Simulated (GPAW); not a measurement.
Runs of GPAW 26.7.0 on ZrN. Symmetry: Fm-3m, No. 225, cubic system. Conventional cell: a = 4.600 Å, b = 4.600 Å, c = 4.600 Å, α = 90.00°, β = 90.00°, γ = 90.00°. Zr (site symmetry m-3m) is surrounded by 6 N at 2.30 Å. N (site symmetry m-3m) has 6 Zr at 2.30 Å as nearest neighbours. 

| level | potentials or basis | cell | optimizer | fmax | max steps | target pressure | gap on the mesh (eV) | pressure (GPa) | relaxed volume (Å³/atom) |
| --- | --- | --- | --- | --- | --- | --- | --- | --- | --- |
| PBEsol+D4 | PAW data sets generated in the run's folder for this functional, pw | relaxed to 5 GPa | LBFGS | 0.02 eV/Å | 100 | 5 GPa | none | 5.0 | - |
| RPBE+D4 | the program's PAW data sets (release 1.2.1) made for this functional, pw | relaxed | BFGS | 0.05 eV/Å | 100 | - | none | 0.2 | 11.76 |
| PBEsol+D3(BJ) | PAW data sets generated in the run's folder for this functional, pw | relaxed | BFGS | 0.02 eV/Å | 60 | - | none | 0.0 | 11.45 |
| revPBE+D3(BJ) | the program's PAW data sets (release 1.2.1) made for this functional, pw | relaxed | FIRE | 0.02 eV/Å | 60 | - | none | 0.3 | 11.63 |
| RPBE+D3(BJ) | the program's PAW data sets (release 1.2.1) made for this functional, pw | relaxed | BFGS | 0.01 eV/Å | 100 | - | none | 0.0 | (a) |

Alike in all rows: task relaxation of cell and atoms; no spin polarisation; k mesh 10 × 10 × 10; cutoff (eV) 800; smearing fermi-dirac 0.05 eV.

Problem. Fill in the values left out.

Solution. (a) 10.63.

Caveats: later steps reuse the first step's grids; pairwise dispersion overbinds metals, which lowers pressure and volume; the volume moved by -13 % from the deposited cell, more than functionals usually miss (some runs).

A k mesh can miss the band edges, and the runs leave out spin-orbit coupling on Zr.

A gap of «none» marks a metal or a gap under the smearing width.

Runs at the PBE level aren't shown here.
